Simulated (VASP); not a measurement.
## From an Ansatz input to VASP: Si (strained diamond)

Ansatz input

```yaml
crystal:
  lattice:
    - [0.0, 2.7085083012, 2.7085083012]
    - [2.7085083012, 0.0, 2.7085083012]
    - [2.7085083012, 2.7085083012, 0.0]
  atoms:
    - { symbol: Si, position: [0.0, 0.0, 0.0] }
    - { symbol: Si, position: [0.25, 0.25, 0.25] }
kpoints:
  mp_grid: { grid: [8, 8, 8] }
  band_path:
    path:
      - [0.0, 0.0, 0.0]
      - [0.5, 0.0, 0.5]
      - [0.625, 0.25, 0.625]
      - [0.375, 0.375, 0.75]
      - [0.5, 0.5, 0.5]
      - [0.5, 0.25, 0.75]
      - [0.0, 0.421875, 0.421875]
    npoints: 1
hamiltonian:
  xc: pbe
scf:
  occupations: { method: fermi_dirac, width: 0.02 }
  n_extra_bands: 4
output:
  forces: true
  stress: true
  eigenvalues: true
  write_density: true
  write_potential: true
  elf: true
  volumetric_format: npy
```

Problem. Which VASP files do the same job?

Solution. 

INCAR

```
LREAL = .FALSE.
ISIF = 2
NBANDS = 11
EDIFF = 1E-7
IBRION = -1
ENCUT = 520
ISMEAR = -1
NELM = 120
LCHARG = .FALSE.
SIGMA = 0.02
GGA = PE
LWAVE = .FALSE.
LASPH = .TRUE.
PREC = Accurate
NSW = 0
```

KPOINTS

```
KPOINTS created by Atomic Simulation Environment
0
Gamma
8 8 8
0 0 0
```

KPOINTS_OPT

```
special points
7
Reciprocal
0.0000000000 0.0000000000 0.0000000000 1
0.5000000000 0.0000000000 0.5000000000 1
0.6250000000 0.2500000000 0.6250000000 1
0.3750000000 0.3750000000 0.7500000000 1
0.5000000000 0.5000000000 0.5000000000 1
0.5000000000 0.2500000000 0.7500000000 1
0.0000000000 0.4218750000 0.4218750000 1
```

POSCAR

```
Si
 1.0000000000000000
     0.0000000000000000    2.7085083012000002    2.7085083012000002
     2.7085083012000002    0.0000000000000000    2.7085083012000002
     2.7085083012000002    2.7085083012000002    0.0000000000000000
 Si
   2
Cartesian
  0.0000000000000000  0.0000000000000000  0.0000000000000000
  1.3542541506000001  1.3542541506000001  1.3542541506000001
```

VASP ran with the recommended PBE PAW datasets (8 valence electrons in the cell). Other inputs would serve too.

```
                            Ansatz     VASP
gap between bands v and c  0.56 eV  0.56 eV
         least direct gap  2.56 eV  2.57 eV
                 pressure  2.8 GPa  2.7 GPa
```

Datasets and cutoffs are each program's own. VASP's cell holds 8 valence electrons and Ansatz's 8. Ansatz's stress includes a Pulay correction; VASP's doesn't.
